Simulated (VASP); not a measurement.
Runs of VASP 6.6.1 on BN. It takes space group F-43m (No. 216, cubic). Conventional cell: a = 3.626 Å, b = 3.626 Å, c = 3.626 Å, α = 90.00°, β = 90.00°, γ = 90.00°. N (site symmetry -43m) has 4 B at 1.57 Å as nearest neighbours. B (site symmetry -43m) is surrounded by 4 N at 1.57 Å. The cell is a database's computed one.

```csv
level,gap on the mesh (eV),pressure (GPa),relaxed volume (Å³/atom)
BLYP,4.91,0.0,6.06
AM05,4.38,0.0,5.85
optB88-vdW,4.76,0.0,5.94
PBEsol,(a),0.0,5.86
vdW-DF-cx,4.49,0.0,5.92
PW91,4.58,0.0,5.95
RPBE,4.54,0.0,6.05
PBE,4.52,0.0,5.95
rev-vdW-DF2,4.59,0.0,5.92
SCAN,5.05,0.1,(b)
revPBE,4.53,0.0,6.02
r2SCAN,5.06,0.0,5.90
```

Alike in all rows: task relaxation of cell and atoms; potentials or basis VASP PAW PBE potentials, release 64 (N, B); no spin polarisation; cell relaxed; k mesh 13 × 13 × 13; cutoff (eV) 600; smearing fermi-dirac 0.05 eV.

Q: Fill in the values left out.

A: (a) 4.36; (b) 5.87.

Caveats: an odd mesh through Γ misses points on the zone boundary, where band edges often lie; the PAW data sets were made with another functional, which shifts forces and pressure a little (some runs).
